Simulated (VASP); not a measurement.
Input of a VASP 6.6.1 run:

INCAR

```
PREC     = Accurate       # precision mode
ENCUT    = 520            # plane-wave cutoff, eV
EDIFF    = 1E-6           # SCF threshold, eV
ISMEAR   = -1             # smearing method
SIGMA    = 0.02           # smearing width, eV
LREAL    = False          # projectors in reciprocal space
LASPH    = True           # aspherical terms in the spheres
NELM     = 100            # most SCF steps
ALGO     = Normal         # electronic algorithm
ISIF     = 2              # what is computed and relaxed
LWAVE    = False          # write WAVECAR
LCHARG   = True           # write CHGCAR
GGA      = PE             # functional
IVDW     = 12             # dispersion correction
LELF     = True           # ELF
LVHAR    = True         
NBANDS   = 34             # bands
```

KPOINTS

```
Automatic mesh
0
Gamma
  1 1 1
```

The input POSCAR:

```
LiH9O5
1.0
    5.2848030000      0.0000000000      0.0000000000
    0.0000000000      5.2848030000      0.0000000000
    0.0000000000      0.0000000000      5.2848030000
O H Li
5 9 1
Direct
    0.6138734027      0.1275922679      0.4168556520
    0.9020014559      0.9287952645      0.8287347702
    1.1883319019      0.7566223377      0.3680553466
   -0.0209846990      0.3282619995      0.1296169413
    0.5701631641      0.6293517469      1.0222519174
    0.7558276061      0.1815204843      0.3127079666
    0.7123065893      0.0561610338      0.5603993186
    1.0754421688      0.8696634482      0.8046657558
    0.7830944692      0.7989701792      0.9176122554
    1.2464229982      0.9051803823      0.2966619569
    1.0051651878      0.7607473732      0.3955114316
   -0.1766574837      0.4445577252      0.0811950796
   -0.0205494888      0.2021456618     -0.0203413448
    0.5031218761      0.5919425946      0.8623027197
    0.2998598056      0.4351344790      0.2453071571
```

Potentials or basis: VASP PAW PBE potentials, release 64 (O, H, Li_sv).

Run with:

```bash
$ cat potpaw_PBE.64/O/POTCAR potpaw_PBE.64/H/POTCAR potpaw_PBE.64/Li_sv/POTCAR > POTCAR
$ mpirun -np 1 vasp_gam > vasp.out
```

Problem. Predict the dispersion energy per atom.

Solution. -0.044 eV.

Problem. Estimate the band gap on the k mesh.

Solution. 3.67 eV, direct.

Problem. What does it give for the largest force?

Solution. 3.570 eV/Å.

Forces in eV/Å, atoms in the order of the input:
```
O   -0.288 -0.268  0.734
O    0.380  0.622 -0.409
O   -1.429 -2.781  1.723
O   -0.549 -0.208 -1.601
O    1.288 -0.191  1.694
H    0.362  0.415 -0.749
H   -0.633  0.026  0.163
H   -0.313 -0.429 -0.008
H   -0.277 -0.257  0.299
H    1.047  2.362 -1.046
H    0.326  0.464 -0.196
H    0.403 -0.082  0.138
H   -0.402  0.370  1.214
H   -0.648 -0.547 -1.775
Li   0.732  0.507 -0.182
```
